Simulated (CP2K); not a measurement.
Runs of CP2K 2026.2 on Sn. The structure is cubic, space group Fd-3m (No. 227). Conventional cell: a = 6.467 Å, b = 6.467 Å, c = 6.467 Å, α = 90.00°, β = 90.00°, γ = 90.00°. Around Sn (site symmetry -43m) lie 4 Sn at 2.80 Å. This isn't the form of Sn at room conditions, which is tetragonal (white tin).

```csv
level,potentials or basis,smearing,EPS_DEFAULT,NGRIDS,basis sets,potentials,points a segment of the path (NPOINTS),gap on the mesh (eV),pressure (GPa)
r2SCAN,POTENTIAL_UZH Sn GTH-SCAN-q4; TZVP-MOLOPT-SCAN-GTH basis,fermi-dirac 0.05 eV,1.0E-10,5,Sn TZVP-MOLOPT-SCAN-GTH-q4,Sn GTH-SCAN-q4 of POTENTIAL_UZH,8,none,(b)
PBE,POTENTIAL_UZH Sn GTH-PBE-q4; TZVP-MOLOPT-PBE-GTH basis,fermi-dirac 0.1 eV,1.0E-9,4,Sn TZVP-MOLOPT-PBE-GTH-q4,Sn GTH-PBE-q4 of POTENTIAL_UZH,10,none,4.2
LDA,GTH_POTENTIALS Sn GTH-PADE-q4; TZVP-MOLOPT-PBE-GTH basis,fermi-dirac 0.01 eV,1.0E-9,5,Sn TZVP-MOLOPT-PBE-GTH-q4,Sn GTH-PADE-q4 of GTH_POTENTIALS,6,none,-1.0
PBEsol,POTENTIAL_UZH Sn GTH-PBE-q4; TZVP-MOLOPT-PBE-GTH basis,fermi-dirac 0.0259 eV,1.0E-9,4,Sn TZVP-MOLOPT-PBE-GTH-q4,Sn GTH-PBE-q4 of POTENTIAL_UZH,8,none,3.8
PBE,POTENTIAL_UZH Sn GTH-PBE-q4; TZVP-MOLOPT-PBE-GTH basis,fermi-dirac 0.0259 eV,1.0E-9,5,Sn TZVP-MOLOPT-PBE-GTH-q4,Sn GTH-PBE-q4 of POTENTIAL_UZH,10,none,(a)
```

Alike in all rows: task band structure; no spin polarisation; cell as given; k mesh 7 × 7 × 7.

Problem. Estimate the missing entries.

Solution. (a) 4.1; (b) -0.8.

Caveats: spin-orbit coupling is left out, which moves the levels of the heavy elements; the basis of atomic orbitals isn't converged, which shifts pressures, moduli and gaps; the potentials were made for another functional, which shifts forces and pressure (some runs).

A k mesh can miss the band edges, and the runs leave out spin-orbit coupling on Sn.

A gap of «none» marks a metal or a gap under the smearing width.
